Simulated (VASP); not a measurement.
# CdS (Pm-3m) in VASP: notebook

One crystal, CdS, is run at these levels: PBE; tasks: single point.

Everything below comes from runs of VASP 6.6.1. Logs are shortened: lines on timing, memory, paths and dates and some standing lists are left out, and cuts for length are marked.

## 1. The crystal as given

The structure is cubic, space group Pm-3m (No. 221). The conventional cell has a = 3.410 Å, b = 3.410 Å, c = 3.410 Å, α = 90.00°, β = 90.00°, γ = 90.00°. Cd (site symmetry m-3m) is surrounded by 8 S at 2.95 Å. Around S (site symmetry m-3m) lie 8 Cd at 2.95 Å.

Measurements of this composition are mostly on another form, of space group No. 186.

## 2. Single point, PBE

File INCAR:

```
SYSTEM = CdS
  ALGO = Normal
  EDIFF = 1E-7
  ENCUT = 520
  GGA = PE
  ISIF = 2
  ISMEAR = -1
  LASPH = .TRUE.
  LCHARG = .FALSE.
  LREAL = .FALSE.
  LWAVE = .FALSE.
  NBANDS = 16
  NELM = 100
  PREC = Accurate
  SIGMA = 0.05
```

File KPOINTS:

```
k-points
0
G
  14 14 14
  0 0 0
```

File POSCAR:

```
CdS
1.0
    3.4101975917      0.0000000000      0.0000000000
    0.0000000000      3.4101975917      0.0000000000
    0.0000000000      0.0000000000      3.4101975917
Cd S
1 1
Direct
    0.0000000000      0.0000000000      0.0000000000
    0.5000000000      0.5000000000      0.5000000000
```

Potentials or basis: VASP PAW PBE potentials, release 64 (Cd, S).

On the command line:

```
> cat potpaw_PBE.64/Cd/POTCAR potpaw_PBE.64/S/POTCAR > POTCAR
> mpirun -np 1 vasp_std > vasp.out
```

OUTCAR:

```text
SYSTEM = CdS
   EDIFF = 1E-7
   ENCUT = 520
   GGA = PE
   ISIF = 2
   ISMEAR = -1
   LASPH = .TRUE.
   LREAL = .FALSE.
   NELM = 100
   PREC = Accurate

 ion  position               nearest neighbor table
   1  0.000  0.000  0.000-   2 2.95   2 2.95   2 2.95   2 2.95   2 2.95   2 2.95   2 2.95   2 2.95

   2  0.500  0.500  0.500-   1 2.95   1 2.95   1 2.95   1 2.95   1 2.95   1 2.95   1 2.95   1 2.95

  LATTYP: Found a simple cubic cell.
 ALAT       =     3.4101975917

  Lattice vectors:

 A1 = (   3.4101975917,   0.0000000000,   0.0000000000)
 A2 = (   0.0000000000,   3.4101975917,   0.0000000000)
 A3 = (   0.0000000000,   0.0000000000,   3.4101975917)

Analysis of symmetry for initial positions (statically):
=====================================================================
 Subroutine PRICEL returns:
 Original cell was already a primitive cell.

 Routine SETGRP: Setting up the symmetry group for a
 simple cubic supercell.

 Subroutine GETGRP returns: Found 48 space group operations
 (whereof 48 operations were pure point group operations)
 out of a pool of 48 trial point group operations.

The static configuration has the point symmetry O_h .

Analysis of symmetry for dynamics (positions and initial velocities):
=====================================================================
 Subroutine PRICEL returns:
 Original cell was already a primitive cell.

 Routine SETGRP: Setting up the symmetry group for a
 simple cubic supercell.

 Subroutine GETGRP returns: Found 48 space group operations
 (whereof 48 operations were pure point group operations)
 out of a pool of 48 trial point group operations.

The dynamic configuration has the point symmetry O_h .

 Subroutine INISYM returns: Found 48 space group operations
 (whereof 48 operations are pure point group operations),
 and found     1 'primitive' translations

----------------------------------------------------------------------------------------

                                     Primitive cell

  volume of cell :      39.6587

  direct lattice vectors                    reciprocal lattice vectors
     3.410197592  0.000000000  0.000000000     0.293238140  0.000000000  0.000000000
     0.000000000  3.410197592  0.000000000     0.000000000  0.293238140  0.000000000
     0.000000000  0.000000000  3.410197592     0.000000000  0.000000000  0.293238140

  length of vectors
     3.410197592  3.410197592  3.410197592     0.293238140  0.293238140  0.293238140

[... 75 lines left out ...]
   LNONCOLLINEAR =      F non collinear calculations
   LSORBIT =      F    spin-orbit coupling
   LASPH  =      T    aspherical Exc in radial PAW
   ENCUT  =  520.0 eV  38.22 Ry    6.18 a.u.   6.34  6.34  6.34*2*pi/ulx,y,z
   NELM   =    100;   NELMIN=  2; NELMDL= -5     # of ELM steps
   EDIFF  = 0.1E-06   stopping-criterion for ELM
   LREAL  =      F    real-space projection
   EDIFFG = 0.1E-05   stopping-criterion for IOM
   NSW    =      0    number of steps for IOM
   IBRION =     -1    ionic relax: 0-MD 1-quasi-New 2-CG
   NFREE  =      0    steps in history (QN), initial steepest desc. (CG)
   ISIF   =      2    stress and relaxation
   ISYM   =      2    0-nonsym 1-usesym 2-fastsym
   POTIM  = 0.5000    time-step for ionic-motion
   TEBEG  =    0.0;   TEEND  =   0.0 temperature during run
   PSTRESS=    0.0 pullay stress
   NELECT =      18.0000    total number of electrons
   NUPDOWN=      -1.0000    fix difference up-down
   EMIN   =  10.00;   EMAX   =-10.00  energy-range for DOS
   EFERMI =   0.00;   METHOD = LEGACY
   ISMEAR =    -1;   SIGMA  =   0.05  broadening in eV -4-tet -1-fermi 0-gaus
   EFERMI_NEDOS =   21; number of points for ismear=-14 and -15
   IALGO  =     38    algorithm
   IMIX   =      4    mixing-type and parameters
     AMIX     =   0.40;   BMIX     =  1.00
     AMIX_MAG =   1.60;   BMIX_MAG =  1.00
  volume/ion in A,a.u.               =      19.83       133.82
  Fermi-wavevector in a.u.,A,eV,Ry     =   1.258112  2.377488 21.535940  1.582847
  Thomas-Fermi vector in A             =   2.391738
   LORBIT       =      0    0 simple, 1 ext, 2 COOP (PROOUT), +10 PAW based schemes
   GGA     = PE    functional components
   LHFCALC =     F    Hartree Fock is set to
   AEXX    =    0.0000 exact exchange contribution
   IVDW    =     0    specifies the selected vdW correction
   LEPSILON=     F    determine dielectric tensor
   LRPA    =     F    only Hartree local field effects (RPA)
 non-spin polarized calculation
  energy-cutoff  :      520.00
  volume of cell :       39.66
 maximum number of plane-waves:      1084
 NGX is ok and might be reduce to    28
   NGX = 13   NGY = 13   NGZ = 13

 number of electron      17.9999997 magnetization

 Free energy of the ion-electron system (eV)
  ---------------------------------------------------
  ext. energy  EPLUGINS =         0.00000000
  ---------------------------------------------------
  free energy    TOTEN  =        -4.87251426 eV

  energy without entropy =       -4.86194380  energy(sigma->0) =       -4.86722903

 E-fermi :   3.7813     XC(G=0): -10.7089

 val. band max:        3.7642308029   @ k =   0.4286   0.1429   0.0000
 cond. band min:       3.7859644520   @ k =   0.4286   0.2143   0.0000
 fundamental gap:      0.0217336491
 Fermi energy:         3.7812648072

 k-point     1 :       0.0000    0.0000    0.0000
  band No.  band energies     occupation
      1      -9.5158      2.00000
      2      -4.9120      2.00000
      3      -4.9120      2.00000
      4      -4.3452      2.00000
      5      -4.3452      2.00000
      6      -4.3452      2.00000
[... 433 lines left out ...]
      3      -4.5752      2.00000
      4      -4.5284      2.00000
      5      -4.4754      2.00000
      6      -4.4029      2.00000
[... 8 lines left out ...]
     15      16.2496      0.00000
     16      17.3793      0.00000

 [... further k-points ...]
[... 5 lines left out ...]
  --------------------------------------------------------------------------------------
  -------------------------------------------------------------------------------------
  Total        0.0816230      0.0816230      0.0816230      0.0000000      0.0000000      0.0000000
  in kB        3.2974996      3.2974996      3.2974996      0.0000000      0.0000000      0.0000000
  external PRESSURE =       3.2974996 kB  Pullay stress =       0.0000000 kB

 VOLUME and BASIS-vectors are now :
 -----------------------------------------------------------------------------
  energy-cutoff  :      520.00
  volume of cell :       39.66
      direct lattice vectors                 reciprocal lattice vectors
     3.410197592  0.000000000  0.000000000     0.293238140  0.000000000  0.000000000
     0.000000000  3.410197592  0.000000000     0.000000000  0.293238140  0.000000000
     0.000000000  0.000000000  3.410197592     0.000000000  0.000000000  0.293238140

 POSITION                                       TOTAL-FORCE (eV/Angst)
 -----------------------------------------------------------------------------------
      0.00000      0.00000      0.00000         0.000000      0.000000      0.000000
      1.70510      1.70510      1.70510         0.000000      0.000000      0.000000
 -----------------------------------------------------------------------------------
    total drift:                               -0.000000      0.000000      0.000000

  FREE ENERGIE OF THE ION-ELECTRON SYSTEM (eV)
  ---------------------------------------------------
  free  energy   TOTEN  =        -4.8725142559 eV

  energy  without entropy=       -4.8619437994  energy(sigma->0) =       -4.86722903
```

OSZICAR:

```text
N       E                     dE             d eps       ncg     rms          rms(c)
DAV:   1     0.108757967823E+03    0.10876E+03   -0.93892E+03  3928   0.107E+03
DAV:   2    -0.190173624988E+01   -0.11066E+03   -0.10297E+03  4800   0.257E+02
DAV:   3    -0.568791550450E+01   -0.37862E+01   -0.37791E+01  4560   0.492E+01
DAV:   4    -0.570390021362E+01   -0.15985E-01   -0.15984E-01  4952   0.326E+00
DAV:   5    -0.570403158086E+01   -0.13137E-03   -0.13137E-03  4584   0.286E-01    0.674E+00
DAV:   6    -0.489255628834E+01    0.81148E+00   -0.12017E+00  4992   0.131E+01    0.605E+00
DAV:   7    -0.487893984242E+01    0.13616E-01   -0.14112E-01  4296   0.304E+00    0.330E+00
DAV:   8    -0.487300765099E+01    0.59322E-02   -0.14096E-02  4480   0.134E+00    0.259E-01
DAV:   9    -0.487246177369E+01    0.54588E-03   -0.13945E-03  4888   0.473E-01    0.791E-02
DAV:  10    -0.487251339948E+01   -0.51626E-04   -0.20832E-04  4296   0.149E-01    0.463E-02
DAV:  11    -0.487251538645E+01   -0.19870E-05   -0.23005E-05  4712   0.436E-02    0.151E-02
DAV:  12    -0.487251461503E+01    0.77142E-06   -0.65479E-06  4504   0.182E-02    0.246E-03
DAV:  13    -0.487251442007E+01    0.19497E-06   -0.46539E-07  4472   0.500E-03    0.203E-03
DAV:  14    -0.487251424203E+01    0.17803E-06   -0.12020E-08  2368   0.127E-03    0.149E-03
DAV:  15    -0.487251425589E+01   -0.13855E-07   -0.21235E-09  2216   0.404E-04
   1 F= -.48725143E+01 E0= -.48672290E+01  d E =-.105705E-01
```

stdout:

```text
POSCAR found type information on POSCAR CdS
 POSCAR found :  2 types and       2 ions
 scaLAPACK will be used
 LDA part: xc-table for (Slater+PW92), standard interpolation
 POSCAR, INCAR and KPOINTS ok, starting setup
 FFT: planning ... GRIDC
 FFT: planning ... GRID_SOFT
 FFT: planning ... GRID
 WAVECAR not read
 entering main loop
```

Wall time 33 s (1 thread of Intel Xeon Platinum 8559C (Emerald Rapids), shared host); peak memory 0.21 GiB.

What came out:

* Free energy: -4.8725 eV
* Pressure: 0.3 GPa
* Band gap on the k mesh: none (metal or under the smearing width)

Levels at points of the mesh, in eV from the Fermi level:
```csv
k point,band 6,band 7,band 8,band 9,band 10,band 11,band 12,band 13
"(0.00, 0.00, 0.00)",-8.13,-1.15,-1.15,-1.15,-0.99,6.68,6.68,11.62
"(0.50, 0.00, 0.00)",-8.10,-5.80,0.03,0.03,3.33,4.40,7.29,7.29
"(0.50, 0.50, 0.00)",-7.78,-4.32,-4.32,-0.92,0.07,7.63,7.63,8.72
"(0.50, 0.50, 0.50)",-7.93,-1.98,-1.98,-1.98,1.86,1.86,1.86,2.80
```

## 3. Single point, PBE (volume scaled by 0.8, crystal datasets)

File INCAR:

```
SYSTEM = CdS
PREC     = Accurate       ! precision mode
ENCUT    = 520            ! plane-wave cutoff, eV
EDIFF    = 1E-6           ! SCF threshold, eV
ISMEAR   = -1             ! smearing method
SIGMA    = 0.05           ! smearing width, eV
LREAL    = .False.        ! projectors in reciprocal space
LASPH    = .True.         ! aspherical terms in the spheres
NELM     = 100            ! most SCF steps
ALGO     = Normal         ! electronic algorithm
ISIF     = 2              ! what is computed and relaxed
LWAVE    = .False.        ! write WAVECAR
LCHARG   = .True.         ! write CHGCAR
GGA      = PE             ! functional
LELF     = .True.         ! ELF
LVHAR    = .True.       
NBANDS   = 16             ! bands
```

File KPOINTS:

```
Automatic mesh
0
Gamma
  14 14 14
  0 0 0
```

File POSCAR:

```
CdS
1.0
    3.1657470124      0.0000000000      0.0000000000
    0.0000000000      3.1657470124      0.0000000000
    0.0000000000      0.0000000000      3.1657470124
Cd S
1 1
Direct
    0.0000000000      0.0000000000      0.0000000000
    0.5000000000      0.5000000000      0.5000000000
```

Potentials or basis: VASP PAW PBE potentials, release 64 (Cd, S).

On the command line:

```
> cat potpaw_PBE.64/Cd/POTCAR potpaw_PBE.64/S/POTCAR > POTCAR
> mpirun -np 1 vasp_std > vasp.out
```

OUTCAR:

```text
SYSTEM = CdS
   PREC = Accurate
   ENCUT = 520
   EDIFF = 1E-6
   ISMEAR = -1
   LREAL = .False.
   LASPH = .True.
   NELM = 100
   ISIF = 2
   GGA = PE

 ion  position               nearest neighbor table
   1  0.000  0.000  0.000-   2 2.74   2 2.74   2 2.74   2 2.74   2 2.74   2 2.74   2 2.74   2 2.74

   2  0.500  0.500  0.500-   1 2.74   1 2.74   1 2.74   1 2.74   1 2.74   1 2.74   1 2.74   1 2.74

  LATTYP: Found a simple cubic cell.
 ALAT       =     3.1657470124

  Lattice vectors:

 A1 = (   3.1657470124,   0.0000000000,   0.0000000000)
 A2 = (   0.0000000000,   3.1657470124,   0.0000000000)
 A3 = (   0.0000000000,   0.0000000000,   3.1657470124)

Analysis of symmetry for initial positions (statically):
=====================================================================
 Subroutine PRICEL returns:
 Original cell was already a primitive cell.

 Routine SETGRP: Setting up the symmetry group for a
 simple cubic supercell.

 Subroutine GETGRP returns: Found 48 space group operations
 (whereof 48 operations were pure point group operations)
 out of a pool of 48 trial point group operations.

The static configuration has the point symmetry O_h .

[... 155 lines left out ...]
  ext. energy  EPLUGINS =         0.00000000
  ---------------------------------------------------
  free energy    TOTEN  =        -4.31823886 eV

  energy without entropy =       -4.30909180  energy(sigma->0) =       -4.31366533

 E-fermi :   6.2340     XC(G=0): -11.8673

 val. band max:        6.2338621075   @ k =   0.5000   0.3571   0.0714
 cond. band min:       6.2466439334   @ k =   0.3571   0.3571   0.0000
 fundamental gap:      0.0127818259
 Fermi energy:         6.2339968505

 k-point     1 :       0.0000    0.0000    0.0000
  band No.  band energies     occupation
      1      -8.8748      2.00000
      2      -3.2092      2.00000
      3      -3.2092      2.00000
      4      -2.2298      2.00000
      5      -2.2298      2.00000
      6      -2.2298      2.00000
[... 433 lines left out ...]
      3      -2.7639      2.00000
      4      -2.5778      2.00000
      5      -2.5216      2.00000
      6      -2.3361      2.00000
[... 8 lines left out ...]
     15      19.3173      0.00000
     16      20.6303      0.00000

 [... further k-points ...]
[... 5 lines left out ...]
  --------------------------------------------------------------------------------------
  -------------------------------------------------------------------------------------
  Total        5.3679487      5.3679487      5.3679487      0.0000000     -0.0000000      0.0000000
  in kB      271.0755332    271.0755332    271.0755332      0.0000000     -0.0000000      0.0000000
  external PRESSURE =     271.0755332 kB  Pullay stress =       0.0000000 kB

 VOLUME and BASIS-vectors are now :
 -----------------------------------------------------------------------------
  energy-cutoff  :      520.00
  volume of cell :       31.73
      direct lattice vectors                 reciprocal lattice vectors
     3.165747012  0.000000000  0.000000000     0.315881211  0.000000000  0.000000000
     0.000000000  3.165747012  0.000000000     0.000000000  0.315881211  0.000000000
     0.000000000  0.000000000  3.165747012     0.000000000  0.000000000  0.315881211

 POSITION                                       TOTAL-FORCE (eV/Angst)
 -----------------------------------------------------------------------------------
      0.00000      0.00000      0.00000         0.000000      0.000000      0.000000
      1.58287      1.58287      1.58287         0.000000      0.000000      0.000000
 -----------------------------------------------------------------------------------
    total drift:                                0.000000      0.000000     -0.000000

  FREE ENERGIE OF THE ION-ELECTRON SYSTEM (eV)
  ---------------------------------------------------
  free  energy   TOTEN  =        -4.3182388638 eV

  energy  without entropy=       -4.3090918024  energy(sigma->0) =       -4.31366533
```

Wall time 18 s (1 thread of Intel Xeon Platinum 8559C (Emerald Rapids), shared host); peak memory 0.18 GiB.

What came out:

| Item | Value |
| --- | --- |
| Free energy | -4.3182 eV |
| Pressure | 27.1 GPa |
| Band gap on the k mesh | none (metal or under the smearing width) |

Levels at points of the mesh, in eV from the Fermi level:
| k point | band 7 | band 8 | band 9 | band 10 | band 11 | band 12 |
| --- | --- | --- | --- | --- | --- | --- |
| (0.00, 0.00, 0.00) | -1.65 | -1.65 | -1.65 | 0.05 | 6.42 | 6.42 |
| (0.50, 0.00, 0.00) | -6.72 | 0.18 | 0.18 | 3.99 | 5.97 | 6.66 |
| (0.50, 0.50, 0.00) | -5.83 | -5.83 | -1.16 | 0.04 | 8.83 | 8.83 |
| (0.50, 0.50, 0.50) | -2.25 | -2.25 | -2.25 | 1.11 | 1.11 | 1.11 |

Caveat: so large a pressure means that the cell lies far from this level's equilibrium, or that cutoff or potentials fall short.
